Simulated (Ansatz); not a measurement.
**A computed series for InP: element substitutions**

Take InP in the zinc blende structure (space group F-43m, No. 216; a = 5.9598 Å) as the base.

Each row replaces one element on all its sites; cell and atoms are relaxed.

Method: PBE/PAW in Ansatz (an electronic-structure program), spin-orbit coupling left out, earlier PAW set.

```
change   band gap  volume per atom
-------  --------  ---------------
base      0.44 eV         26.46 Å³
P → Ga       zero         31.51 Å³
In → Ir      zero         18.11 Å³
In → Cd      zero         25.80 Å³
In → B    1.25 eV         11.76 Å³
```

Stability against distortions was not tested. As relaxed here, InGa, IrP and CdP are hypothetical phases, not in the database extracts checked. The final runs are not spin-polarised. An odd electron count without spin: CdP.
